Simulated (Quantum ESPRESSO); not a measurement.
**V in Quantum ESPRESSO: the effect of strain**

V:

```
V
1.0
    -1.51435    1.51435    1.45378
     1.51435   -1.51435    1.45378
     1.51435    1.51435   -1.45378
V
1
Cartesian
  0.0000 0.0000 0.0000
```

Alike in all runs:

* Program: Quantum ESPRESSO 7.5
* Task: single point
* Functional: PBEsol
* Potentials or basis: GBRV 1.5 PBEsol
* Cutoff: 612 eV
* Density cutoff: 4898 eV
* k mesh: 12 × 12 × 12
* Occupations: fermi-dirac, width 0.05 eV
* Spin: collinear spin, ferromagnetic start
* Starting moments: [2.0] μB
* Kind of strain: uniaxial_z
* Mixing beta: 0.3
* Most SCF iterations: 120
* SCF threshold: 2e-10 Ry

**Question.** One run gave: pressure -9.1 GPa. Which strain did it use?
A. 0.02
B. -0.04
C. 0
D. -0.02
E. -0.01

**Answer.** D.

```csv
strain,pressure (GPa)
-0.04,-5.7
-0.02,-9.1
-0.01,-10.7
0,-12.2
0.01,-13.7
0.02,-15.0
0.04,-17.5
```
